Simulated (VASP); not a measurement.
Set up this calculation in VASP 6.6.1, as the native input.

```
Task                               : band structure
Functional                         : HSE03
Potentials or basis                : VASP PAW PBE potentials, release 64 (In_d, P)
Cutoff                             : 520 eV
k mesh                             : 6 × 6 × 6
Occupations                        : gaussian, width 0.02 eV
Spin                               : no spin polarisation
Ladder                             : free
Grid for exact exchange (PRECFOCK) : Fast
Further INCAR settings             : ALGO = Normal; EDIFF = 1e-06
```

Crystal: InP.

```
In P
1.0
     0.00000    2.93050    2.93050
     2.93050    0.00000    2.93050
     2.93050    2.93050    0.00000
In P
1 1
Direct
  0.00000 0.00000 0.00000
  0.75000 0.75000 0.75000
```

The input as run:

POSCAR

```
InP
1.0
    0.0000000000      2.9305000000      2.9305000000
    2.9305000000      0.0000000000      2.9305000000
    2.9305000000      2.9305000000      0.0000000000
In P
1 1
Direct
    0.0000000000      0.0000000000      0.0000000000
    0.7500000000      0.7500000000      0.7500000000
```

INCAR.step1

```
SYSTEM = InP
PREC     = Accurate       ! precision mode
ENCUT    = 520            ! plane-wave cutoff, eV
EDIFF    = 1E-5           ! SCF threshold, eV
ISMEAR   = 0              ! smearing method
SIGMA    = 0.02           ! smearing width, eV
LREAL    = .False.        ! projectors in reciprocal space
LASPH    = .True.         ! aspherical terms in the spheres
NELM     = 80             ! most SCF steps
ALGO     = Normal         ! electronic algorithm
ISIF     = 2              ! what is computed and relaxed
LWAVE    = .True.         ! write WAVECAR
LCHARG   = .False.        ! write CHGCAR
GGA      = PE             ! functional
KPAR     = 4
```

INCAR.step2

```
SYSTEM = InP
PREC     = Accurate       ! precision mode
ENCUT    = 520            ! plane-wave cutoff, eV
EDIFF    = 1E-6           ! SCF threshold, eV
ISMEAR   = 0              ! smearing method
SIGMA    = 0.02           ! smearing width, eV
LREAL    = .False.        ! projectors in reciprocal space
LASPH    = .True.         ! aspherical terms in the spheres
NELM     = 80             ! most SCF steps
ALGO     = Normal         ! electronic algorithm
ISIF     = 2              ! what is computed and relaxed
LWAVE    = .False.        ! write WAVECAR
LCHARG   = .False.        ! write CHGCAR
GGA      = PE             ! functional
LHFCALC  = .True.         ! exact exchange
HFSCREEN = 0.3            ! screening, 1/A
PRECFOCK = Fast         
ISTART   = 1            
KPAR     = 4
```

KPOINTS

```
regular mesh
0
Gamma
  6 6 6
  0 0 0
```

KPOINTS_OPT

```
path GXWKGLUWLK,UX
12
line-mode
reciprocal
 0.0000000000  0.0000000000  0.0000000000  G
 0.5000000000  0.0000000000  0.5000000000  X

 0.5000000000  0.0000000000  0.5000000000  X
 0.5000000000  0.2500000000  0.7500000000  W

 0.5000000000  0.2500000000  0.7500000000  W
 0.3750000000  0.3750000000  0.7500000000  K

 0.3750000000  0.3750000000  0.7500000000  K
 0.0000000000  0.0000000000  0.0000000000  G

 0.0000000000  0.0000000000  0.0000000000  G
 0.5000000000  0.5000000000  0.5000000000  L

 0.5000000000  0.5000000000  0.5000000000  L
 0.6250000000  0.2500000000  0.6250000000  U

 0.6250000000  0.2500000000  0.6250000000  U
 0.5000000000  0.2500000000  0.7500000000  W

 0.5000000000  0.2500000000  0.7500000000  W
 0.5000000000  0.5000000000  0.5000000000  L

 0.5000000000  0.5000000000  0.5000000000  L
 0.3750000000  0.3750000000  0.7500000000  K

 0.6250000000  0.2500000000  0.6250000000  U
 0.5000000000  0.0000000000  0.5000000000  X
```

Potentials or basis: VASP PAW PBE potentials, release 64 (In_d, P).

Run with:

```console
$ cat potpaw_PBE.64/In_d/POTCAR potpaw_PBE.64/P/POTCAR > POTCAR
$ cp INCAR.step1 INCAR
$ mpirun -np 4 vasp_std > vasp.out
$ cp INCAR.step2 INCAR
$ mpirun -np 4 vasp_std > vasp.out
```

Results of the run:

```yaml
Pressure: 1.6 GPa
Band_gap_on_the_k_mesh: 1.34 eV, direct
Band_gap_along_the_path: 1.34 eV, direct
```

Caveat: the PAW data sets were made with another functional, which shifts forces and pressure a little; spin-orbit coupling is left out, which moves the levels of the heavy elements.

Wall time 15 min on 4 MPI ranks on Intel(R) Xeon(R) 6975P-C (Granite Rapids), on a shared host, peak memory 0.39 GiB a rank.
